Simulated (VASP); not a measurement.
# Sb2Pt (Geversite) (Pa-3) in VASP: a series of runs

One crystal, Sb2Pt (Geversite), is run at these levels: PBEsol, PBE, PBE+D3(BJ); tasks: relaxation of cell and atoms.

Everything below comes from runs of VASP 6.6.1. Logs are shortened: lines on timing, memory, paths and dates and some standing lists are left out, and cuts for length are marked.

**1. Starting point**

The structure is cubic, space group Pa-3 (No. 205). Conventional cell: a = 6.460 Å, b = 6.460 Å, c = 6.460 Å, α = 90.00°, β = 90.00°, γ = 90.00°. Sb (site symmetry 3) has 3 Pt at 2.68 Å and 1 Sb at 2.81 Å as nearest neighbours. Pt (site symmetry -3) has 6 Sb at 2.68 Å as nearest neighbours.

**2. Relaxation of cell and atoms, PBEsol**

INCAR

```
SYSTEM = Sb2Pt
ALGO = Normal
EDIFF = 1E-7
EDIFFG = -0.005
ENCUT = 600
GGA = PS
IBRION = 2
ISIF = 3
ISMEAR = 1
KPAR = 4
LASPH = .True.
LCHARG = .False.
LREAL = .False.
LWAVE = .False.
NELM = 80
NSW = 90
PREC = Accurate
SIGMA = 0.1
```

KPOINTS

```
k-points
0
Gamma
  6 6 6
  0 0 0
```

POSCAR

```
Sb2Pt                                   
1.0
    6.4600575447     -0.0000000000     -0.0000000000
   -0.0000000000      6.4600575447     -0.0000000000
   -0.0000000000     -0.0000000000      6.4600575447
  Sb              Pt            
     8     4
Direct
     0.3743955481092887    0.3743955481092887    0.3743955481092887
     0.1256044518907113    0.6256044518907112    0.8743955481092888
     0.8743955481092888    0.1256044518907113    0.6256044518907112
     0.6256044518907112    0.8743955481092888    0.1256044518907113
     0.6256044518907112    0.6256044518907112    0.6256044518907112
     0.8743955481092888    0.3743955481092887    0.1256044518907113
     0.1256044518907113    0.8743955481092888    0.3743955481092887
     0.3743955481092887    0.1256044518907113    0.8743955481092888
     0.0000000000000000    0.0000000000000000    0.0000000000000000
     0.5000000000000000    0.0000000000000000    0.5000000000000000
     0.5000000000000000    0.5000000000000000    0.0000000000000000
     0.0000000000000000    0.5000000000000000    0.5000000000000000
```

Potentials or basis: VASP PAW PBE potentials, release 64 (Sb, Pt).

Command:

```
$ cat potpaw_PBE.64/Sb/POTCAR potpaw_PBE.64/Pt/POTCAR > POTCAR
$ mpirun -np 4 vasp_std > vasp.out
```

OUTCAR:

```text
SYSTEM = Sb2Pt
   EDIFF = 1E-7
   EDIFFG = -0.005
   ENCUT = 600
   GGA = PS
   IBRION = 2
   ISIF = 3
   ISMEAR = 1
   LASPH = .True.
   LREAL = .False.
   NELM = 80
   NSW = 90
   PREC = Accurate

 ion  position               nearest neighbor table
   1  0.374  0.374  0.374-  10 2.68  11 2.68  12 2.68   5 2.81   6 3.61   7 3.61   8 3.61   8 3.61
                             7 3.61   6 3.61
   2  0.126  0.626  0.874-   9 2.68  11 2.68  12 2.68   6 2.81   5 3.61   7 3.61   8 3.61   7 3.61
                             8 3.61   5 3.61
   3  0.874  0.126  0.626-   9 2.68  10 2.68  12 2.68   7 2.81   6 3.61   5 3.61   8 3.61   6 3.61
                             5 3.61   8 3.61
   4  0.626  0.874  0.126-   9 2.68  10 2.68  11 2.68   8 2.81   6 3.61   7 3.61   5 3.61   5 3.61
                             6 3.61   7 3.61
   5  0.626  0.626  0.626-  10 2.68  11 2.68  12 2.68   1 2.81   2 3.61   3 3.61   4 3.61   4 3.61
                             3 3.61   2 3.61
   6  0.874  0.374  0.126-   9 2.68  11 2.68  12 2.68   2 2.81   1 3.61   3 3.61   4 3.61   3 3.61
                             4 3.61   1 3.61
   7  0.126  0.874  0.374-   9 2.68  10 2.68  12 2.68   3 2.81   2 3.61   1 3.61   4 3.61   2 3.61
                             1 3.61   4 3.61
   8  0.374  0.126  0.874-   9 2.68  10 2.68  11 2.68   4 2.81   2 3.61   3 3.61   1 3.61   1 3.61
                             2 3.61   3 3.61
   9  0.000  0.000  0.000-   2 2.68   3 2.68   4 2.68   6 2.68   7 2.68   8 2.68
  10  0.500  0.000  0.500-   1 2.68   3 2.68   4 2.68   5 2.68   7 2.68   8 2.68
  11  0.500  0.500  0.000-   1 2.68   2 2.68   4 2.68   5 2.68   6 2.68   8 2.68
  12  0.000  0.500  0.500-   1 2.68   2 2.68   3 2.68   5 2.68   6 2.68   7 2.68

  LATTYP: Found a simple cubic cell.
 ALAT       =     6.4600575447

  Lattice vectors:

 A1 = (   6.4600575447,   0.0000000000,   0.0000000000)
 A2 = (   0.0000000000,   6.4600575447,   0.0000000000)
 A3 = (   0.0000000000,   0.0000000000,   6.4600575447)

Analysis of symmetry for initial positions (statically):
=====================================================================
 Subroutine PRICEL returns:
 Original cell was already a primitive cell.

 Routine SETGRP: Setting up the symmetry group for a
 simple cubic supercell.

 Subroutine GETGRP returns: Found 24 space group operations
 (whereof  6 operations were pure point group operations)
 out of a pool of 48 trial point group operations.

The static configuration has the point symmetry S_6 .
 The point group associated with its full space group is T_h .

Analysis of symmetry for dynamics (positions and initial velocities):
=====================================================================
 Subroutine PRICEL returns:
 Original cell was already a primitive cell.

 Routine SETGRP: Setting up the symmetry group for a
 simple cubic supercell.

 Subroutine GETGRP returns: Found 24 space group operations
 (whereof  6 operations were pure point group operations)
 out of a pool of 48 trial point group operations.

The dynamic configuration has the point symmetry S_6 .
 The point group associated with its full space group is T_h .

 Subroutine INISYM returns: Found 24 space group operations
 (whereof  6 operations are pure point group operations),
 and found     1 'primitive' translations

----------------------------------------------------------------------------------------

                                     Primitive cell

  volume of cell :     269.5933

  direct lattice vectors                    reciprocal lattice vectors
     6.460057545  0.000000000  0.000000000     0.154797383  0.000000000  0.000000000
     0.000000000  6.460057545  0.000000000     0.000000000  0.154797383  0.000000000
     0.000000000  0.000000000  6.460057545     0.000000000  0.000000000  0.154797383

  length of vectors
     6.460057545  6.460057545  6.460057545     0.154797383  0.154797383  0.154797383

  position of ions in fractional coordinates (direct lattice)
     0.374395548  0.374395548  0.374395548
     0.125604452  0.625604452  0.874395548
     0.874395548  0.125604452  0.625604452
     0.625604452  0.874395548  0.125604452
     0.625604452  0.625604452  0.625604452
[... 32 lines left out ...]

  Cartesian coordinates                     Fractional coordinates (reciprocal lattice)
     0.025799564  0.000000000  0.000000000     0.166666667  0.000000000  0.000000000
     0.000000000  0.025799564  0.000000000     0.000000000  0.166666667  0.000000000
     0.000000000  0.000000000  0.025799564     0.000000000  0.000000000  0.166666667

  Length of vectors
     0.025799564  0.025799564  0.025799564

  Shift w.r.t. Gamma in fractional coordinates (k-lattice)
     0.000000000  0.000000000  0.000000000

 Subroutine IBZKPT returns following result:
 ===========================================

 Found     24 irreducible k-points:

 Following reciprocal coordinates:
            Coordinates               Weight
  0.000000  0.000000  0.000000      1.000000
  0.166667  0.000000  0.000000      6.000000
  0.333333  0.000000  0.000000      6.000000
  0.500000  0.000000  0.000000      3.000000
  0.166667  0.166667  0.000000     12.000000
  0.333333  0.166667  0.000000     12.000000
[... 16 lines left out ...]
  0.500000  0.500000  0.333333      6.000000
  0.500000  0.500000  0.500000      1.000000
   k-points           NKPTS =     24   k-points in BZ     NKDIM =     24   number of bands    NBANDS=     48
   number of dos      NEDOS =    301   number of ions     NIONS =     12
   total plane-waves  NPLWV = 157464
   dimension x,y,z NGX =    54 NGY =   54 NGZ =   54
   dimension x,y,z NGXF=   108 NGYF=  108 NGZF=  108
   ions per type =               8   4
   NGX,Y,Z   is equivalent  to a cutoff of  13.90, 13.90, 13.90 a.u.
   NGXF,Y,Z  is equivalent  to a cutoff of  27.79, 27.79, 27.79 a.u.
 SYSTEM =  Sb2Pt
   PREC   = accura    normal or accurate (medium, high low for compatibility)
   ISTART =      0    job   : 0-new  1-cont  2-samecut
   ICHARG =      2    charge: 1-file 2-atom 10-const
   ISPIN  =      1    spin polarized calculation?
   LNONCOLLINEAR =      F non collinear calculations
   LSORBIT =      F    spin-orbit coupling
   LASPH  =      T    aspherical Exc in radial PAW
   ENCUT  =  600.0 eV  44.10 Ry    6.64 a.u.  12.90 12.90 12.90*2*pi/ulx,y,z
   NELM   =     80;   NELMIN=  2; NELMDL= -5     # of ELM steps
   EDIFF  = 0.1E-06   stopping-criterion for ELM
   LREAL  =      F    real-space projection
   EDIFFG = -.5E-02   stopping-criterion for IOM
   NSW    =     90    number of steps for IOM
   IBRION =      2    ionic relax: 0-MD 1-quasi-New 2-CG
   NFREE  =      1    steps in history (QN), initial steepest desc. (CG)
   ISIF   =      3    stress and relaxation
   ISYM   =      2    0-nonsym 1-usesym 2-fastsym
   POTIM  = 0.5000    time-step for ionic-motion
   TEBEG  =    0.0;   TEEND  =   0.0 temperature during run
   PSTRESS=    0.0 pullay stress
   NELECT =      80.0000    total number of electrons
   NUPDOWN=      -1.0000    fix difference up-down
   EMIN   =  10.00;   EMAX   =-10.00  energy-range for DOS
   EFERMI =   0.00;   METHOD = LEGACY
   ISMEAR =     1;   SIGMA  =   0.10  broadening in eV -4-tet -1-fermi 0-gaus
   EFERMI_NEDOS =   21; number of points for ismear=-14 and -15
   IALGO  =     38    algorithm
   IMIX   =      4    mixing-type and parameters
     AMIX     =   0.40;   BMIX     =  1.00
     AMIX_MAG =   1.60;   BMIX_MAG =  1.00
  volume/ion in A,a.u.               =      22.47       151.61
  Fermi-wavevector in a.u.,A,eV,Ry     =   1.091948  2.063482 16.222899  1.192349
  Thomas-Fermi vector in A             =   2.228203
   LORBIT       =      0    0 simple, 1 ext, 2 COOP (PROOUT), +10 PAW based schemes
   GGA     = PS    functional components
   LHFCALC =     F    Hartree Fock is set to
   AEXX    =    0.0000 exact exchange contribution
   IVDW    =     0    specifies the selected vdW correction
   LEPSILON=     F    determine dielectric tensor
   LRPA    =     F    only Hartree local field effects (RPA)
 conjugate gradient relaxation of ions
 non-spin polarized calculation
 Methfessel and Paxton  Order N= 1 SIGMA  =   0.10
  energy-cutoff  :      600.00
  volume of cell :      269.59
 maximum number of plane-waves:      9045
 NGX is ok and might be reduce to    54
   NGX = 25   NGY = 25   NGZ = 25

 number of electron      80.0000006 magnetization

 Free energy of the ion-electron system (eV)
  ---------------------------------------------------
  ext. energy  EPLUGINS =         0.00000000
  ---------------------------------------------------
  free energy    TOTEN  =       -70.40241860 eV

  energy without entropy =      -70.40115075  energy(sigma->0) =      -70.40199598

 E-fermi :   9.0914     XC(G=0): -11.0606

 val. band max:        9.0788744041   @ k =   0.3333   0.3333   0.0000
 cond. band min:       9.1358514943   @ k =   0.1667   0.0000   0.0000
 fundamental gap:      0.0569770903
 Fermi energy:         9.0914417947

 k-point     1 :       0.0000    0.0000    0.0000
  band No.  band energies     occupation
      1      -3.6749      2.00000
      2      -1.3890      2.00000
      3      -1.3890      2.00000
      4      -1.3890      2.00000
      5       0.0622      2.00000
      6       0.0622      2.00000
[... 1213 lines left out ...]
     47      11.6586      0.00000
     48      11.6614      0.00000

------------------------ aborting loop because EDIFF is reached ----------------------------------------

  FORCE on cell =-STRESS in cart. coord.  units (eV):
  Direction    XX          YY          ZZ          XY          YZ          ZX
  --------------------------------------------------------------------------------------
  -------------------------------------------------------------------------------------
  Total        0.0298226      0.0298226      0.0298226     -0.0000000      0.0000000     -0.0000000
  in kB        0.1772340      0.1772340      0.1772340     -0.0000000      0.0000000     -0.0000000
  external PRESSURE =       0.1772340 kB  Pullay stress =       0.0000000 kB

 VOLUME and BASIS-vectors are now :
 -----------------------------------------------------------------------------
  energy-cutoff  :      600.00
  volume of cell :      269.59
      direct lattice vectors                 reciprocal lattice vectors
     6.460057545  0.000000000  0.000000000     0.154797383  0.000000000  0.000000000
     0.000000000  6.460057545  0.000000000     0.000000000  0.154797383  0.000000000
     0.000000000  0.000000000  6.460057545     0.000000000  0.000000000  0.154797383

 POSITION                                       TOTAL-FORCE (eV/Angst)
 -----------------------------------------------------------------------------------
      2.41862      2.41862      2.41862        -0.001350     -0.001350     -0.001350
      0.81141      4.04144      5.64865         0.001350      0.001350     -0.001350
      5.64865      0.81141      4.04144        -0.001350      0.001350      0.001350
      4.04144      5.64865      0.81141         0.001350     -0.001350      0.001350
      4.04144      4.04144      4.04144         0.001350      0.001350      0.001350
      5.64865      2.41862      0.81141        -0.001350     -0.001350      0.001350
      0.81141      5.64865      2.41862         0.001350     -0.001350     -0.001350
      2.41862      0.81141      5.64865        -0.001350      0.001350     -0.001350
      0.00000      0.00000      0.00000        -0.000000     -0.000000     -0.000000
      3.23003      0.00000      3.23003        -0.000000     -0.000000     -0.000000
      3.23003      3.23003      0.00000        -0.000000     -0.000000     -0.000000
      0.00000      3.23003      3.23003        -0.000000     -0.000000     -0.000000
 -----------------------------------------------------------------------------------
    total drift:                                0.000000      0.000000      0.000000

  FREE ENERGIE OF THE ION-ELECTRON SYSTEM (eV)
  ---------------------------------------------------
  free  energy   TOTEN  =       -70.4024185999 eV

  energy  without entropy=      -70.4011507525  energy(sigma->0) =      -70.40199598

 reached required accuracy - stopping structural energy minimisation
```

Run time: 77 s. Hardware: 4 MPI ranks of AMD EPYC 9R45 (Zen 5), shared host; peak memory 0.57 GiB.

Results:

```yaml
Free_energy: -70.4024 eV
Pressure_after_relaxing: 0.0 GPa
Band_gap_on_the_k_mesh: none (metal or under the smearing width)
```

Forces on the atoms (eV/Å):
```
Sb  -0.001 -0.001 -0.001
Sb   0.001  0.001 -0.001
Sb  -0.001  0.001  0.001
Sb   0.001 -0.001  0.001
Sb   0.001  0.001  0.001
Sb  -0.001 -0.001  0.001
Sb   0.001 -0.001 -0.001
Sb  -0.001  0.001 -0.001
Pt   0.000  0.000  0.000
Pt   0.000  0.000  0.000
Pt   0.000  0.000  0.000
Pt   0.000  0.000  0.000
```

Final structure:
```
Sb Pt
1.0
     6.46006    0.00000    0.00000
     0.00000    6.46006    0.00000
     0.00000    0.00000    6.46006
Sb Pt
8 4
Cartesian
  2.4186 2.4186 2.4186
  0.8114 4.0414 5.6486
  5.6486 0.8114 4.0414
  4.0414 5.6486 0.8114
  4.0414 4.0414 4.0414
  5.6486 2.4186 0.8114
  0.8114 5.6486 2.4186
  2.4186 0.8114 5.6486
  0.0000 0.0000 0.0000
  3.2300 0.0000 3.2300
  3.2300 3.2300 0.0000
  0.0000 3.2300 3.2300
```

Caveat: the relaxation stopped at its first step, so nothing moved; the PAW data sets were made with another functional, which shifts forces and pressure a little. The run has no spin-orbit coupling, so splittings on Pt, Sb are missing.

**3. Relaxation of cell and atoms, PBE**

This run uses another cell than the first one, of 22.28 Å³/atom, 0.992 times its volume.

INCAR

```
SYSTEM = Sb2Pt
  ALGO = Normal
  EDIFF = 1E-6
  EDIFFG = -0.01
  ENCUT = 600
  GGA = PE
  IBRION = 2
  ISIF = 3
  ISMEAR = 1
  KPAR = 4
  LASPH = .True.
  LCHARG = .False.
  LREAL = .False.
  LWAVE = .False.
  NELM = 80
  NSW = 90
  PREC = Accurate
  SIGMA = 0.1
```

KPOINTS is that of step 2.

POSCAR

```
Sb2Pt
1.0
    6.4423000000      0.0000000000      0.0000000000
    0.0000000000      6.4423000000      0.0000000000
    0.0000000000      0.0000000000      6.4423000000
Sb Pt
8 4
Direct
    0.3753000000      0.3753000000      0.3753000000
    0.1247000000      0.6247000000      0.8753000000
    0.8753000000      0.1247000000      0.6247000000
    0.6247000000      0.8753000000      0.1247000000
    0.6247000000      0.6247000000      0.6247000000
    0.8753000000      0.3753000000      0.1247000000
    0.1247000000      0.8753000000      0.3753000000
    0.3753000000      0.1247000000      0.8753000000
    0.0000000000      0.0000000000      0.0000000000
    0.5000000000      0.0000000000      0.5000000000
    0.5000000000      0.5000000000      0.0000000000
    0.0000000000      0.5000000000      0.5000000000
```

Potentials or basis: VASP PAW PBE potentials, release 64 (Sb, Pt).

Command:

```
$ cat potpaw_PBE.64/Sb/POTCAR potpaw_PBE.64/Pt/POTCAR > POTCAR
$ mpirun -np 4 vasp_std > vasp.out
```

Run time: 4.6 min. Hardware: 4 MPI ranks of AMD EPYC 9R45 (Zen 5), shared host; peak memory 0.61 GiB.

The run converged. Its results:

```yaml
Free_energy: -63.2216 eV
Relaxed_volume: 23.38 Å³/atom
Relaxed_cell: a = 6.546 Å, b = 6.546 Å, c = 6.546 Å, α = 90.00°, β = 90.00°, γ = 90.00°
Space_group_after_relaxing_to_0.05_Å: Pa-3 (No. 205)
Energy_gained_by_relaxing: 19.3 meV/atom
Ionic_steps: 6
Pressure_after_relaxing: 0.0 GPa
Band_gap_on_the_k_mesh: none (metal or under the smearing width)
```

Step by step:
| step | energy change (eV) | largest force (eV/Å) | pressure (GPa) | volume (Å³) |
| --- | --- | --- | --- | --- |
| 1 | 0.0000 | 0.1492 | 5.82 | 267.38 |
| 2 | 0.1551 | 0.0709 | -5.95 | 299.95 |
| 3 | -0.2311 | 0.0382 | -0.09 | 280.85 |
| 4 | -0.2312 | 0.0401 | 0.01 | 280.58 |
| 5 | -0.2315 | 0.0176 | 0.02 | 280.53 |
| 6 | -0.2316 | 0.0007 | 0.03 | 280.50 |

Final structure:
```cif
data_structure
_symmetry_space_group_name_H-M 'P 1'
_symmetry_Int_Tables_number 1
_cell_length_a 6.5460
_cell_length_b 6.5460
_cell_length_c 6.5460
_cell_angle_alpha 90.000
_cell_angle_beta 90.000
_cell_angle_gamma 90.000
_cell_volume 280.50
loop_
_atom_site_label
_atom_site_type_symbol
_atom_site_fract_x
_atom_site_fract_y
_atom_site_fract_z
_atom_site_occupancy
Sb1 Sb 0.37476 0.37476 0.37476 1
Sb2 Sb 0.12524 0.62524 0.87476 1
Sb3 Sb 0.87476 0.12524 0.62524 1
Sb4 Sb 0.62524 0.87476 0.12524 1
Sb5 Sb 0.62524 0.62524 0.62524 1
Sb6 Sb 0.87476 0.37476 0.12524 1
Sb7 Sb 0.12524 0.87476 0.37476 1
Sb8 Sb 0.37476 0.12524 0.87476 1
Pt1 Pt 0.00000 0.00000 0.00000 1
Pt2 Pt 0.50000 0.00000 0.50000 1
Pt3 Pt 0.50000 0.50000 0.00000 1
Pt4 Pt 0.00000 0.50000 0.50000 1
```

Levels at points of the mesh, in eV from the Fermi level:
```
           k point  band 37  band 38  band 39  band 40  band 41  band 42  band 43  band 44
(0.00, 0.00, 0.00)    -1.74    -0.50    -0.50    -0.50    -0.08    -0.08    -0.08     0.94
(0.50, 0.00, 0.00)    -1.40    -1.40    -0.65    -0.65     0.73     0.73     1.42     1.42
(0.50, 0.50, 0.00)    -0.72    -0.72    -0.72    -0.72     1.61     1.61     1.61     1.61
(0.50, 0.50, 0.50)    -0.63    -0.63    -0.63    -0.63    -0.20    -0.20    -0.20    -0.20
```

(Continued in part 2 of 2.)
